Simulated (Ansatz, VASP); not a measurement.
**InAs: VASP beside Ansatz**

```
In As
1.0
     0.00000    2.95193    2.95193
     2.95193    0.00000    2.95193
     2.95193    2.95193    0.00000
In As
1 1
Cartesian
  0.0000 0.0000 0.0000
  1.4760 1.4760 1.4760
```

Change from the starting cell: volume scaled by 0.94, LAPW.

Alike in both runs: task single point; functional LDA; k mesh 11 × 11 × 11; occupations fermi-dirac, width 0.08 eV; no spin polarisation.

|  | VASP | Ansatz |
| --- | --- | --- |
| version | VASP 6.6.1 | Ansatz 0.2.0 |
| potentials or method | VASP PAW LDA potentials, release 64 (In_d, As), cutoff 520 eV | all-electron LAPW, scalar-relativistic |

|  | VASP | Ansatz | Ansatz less VASP |
| --- | --- | --- | --- |
| pressure (GPa) | 4.5 | 4.3 | -0.18 |

Ansatz ran all-electron here, so the differences hold the error of VASP's frozen core and of both bases.
